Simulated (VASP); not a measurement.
Set up this calculation in VASP 6.6.1, as the native input.

```yaml
Task: single point
Functional: PBEsol
Potentials_or_basis: VASP PAW PBE potentials, release 64 (In_d, P)
Cutoff: 900 eV
k_mesh: 12 × 12 × 12
Occupations: gaussian, width 0.05 eV
Spin: no spin polarisation
Further_INCAR_settings: ADDGRID = False; ALGO = Normal; EDIFF = 1e-08
```

The structure of InP lies in POSCAR:

```
InP
1.0
    0.0000000000      2.7688340000      2.7688340000
    2.7688340000      0.0000000000      2.7688340000
    2.7688340000      2.7688340000      0.0000000000
In P
1 1
Direct
    0.0000000000      0.0000000000      0.0000000000
    0.5000000000      0.5000000000      0.5000000000
```

Measurements of this composition are mostly on another form, of space group No. 216.

The input as run:

INCAR

```
SYSTEM = InP
PREC = Accurate ; ENCUT = 900
EDIFF = 1E-8 ; ISMEAR = 0
SIGMA = 0.05 ; LREAL = .FALSE.
LASPH = .TRUE. ; NELM = 100
ALGO = Normal ; ISIF = 2
LWAVE = .FALSE. ; LCHARG = .FALSE.
GGA = PS ; ADDGRID = .FALSE.
```

KPOINTS

```
regular mesh
0
G
  12 12 12
  0 0 0
```

Potentials or basis: VASP PAW PBE potentials, release 64 (In_d, P).

The run is started by

```bash
$ cat potpaw_PBE.64/In_d/POTCAR potpaw_PBE.64/P/POTCAR > POTCAR
$ mpirun -np 1 vasp_std > vasp.out
```

Results of the run:

```
Pressure               : -3.3 GPa
Band gap on the k mesh : none (metal or under the smearing width)
```

Caveat: the PAW data sets were made with another functional, which shifts forces and pressure a little.

Wall time 2.2 min on 1 thread of Intel(R) Xeon(R) Platinum 8488C (Sapphire Rapids) (shared host), peak memory 0.29 GiB.
